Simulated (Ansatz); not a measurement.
# ZrO2: equation of state with PBEsol

Crystal: ZrO2.

```
Zr O
1.0
     0.00000    2.54507    2.54507
     2.54507    0.00000    2.54507
     2.54507    2.54507    0.00000
Zr O
1 2
Direct
  0.00000 0.00000 0.00000
  0.75000 0.75000 0.75000
  0.25000 0.25000 0.25000
```

Measurements of this composition are mostly on another form, of space group No. 14.

```json
{
 "Program": "Ansatz 0.2.0",
 "Task": "equation of state",
 "Functional": "PBEsol",
 "Potentials or basis": "all-electron LAPW, scalar-relativistic",
 "Basis error allowed": "0.002 eV/atom",
 "k mesh": "9 × 9 × 9",
 "Occupations": "fermi-dirac, width 0.05 eV",
 "Spin": "no spin polarisation"
}
```

```json
{
 "Equilibrium volume": "10.82 Å³/atom",
 "Bulk modulus": "254 GPa",
 "Pressure derivative of the bulk modulus": "4.2"
}
```

Energy against volume, from the lowest point:
```csv
volume (Å³/atom),energy (meV/atom)
10.331,18.97
10.551,5.44
10.770,0.00
10.990,1.82
11.210,10.19
11.430,24.43
11.650,43.97
```

All runs of the series together: 52 s on 2 threads of Intel(R) Xeon(R) Platinum 8375C CPU @ 2.90GHz (Ice Lake), on a shared host.
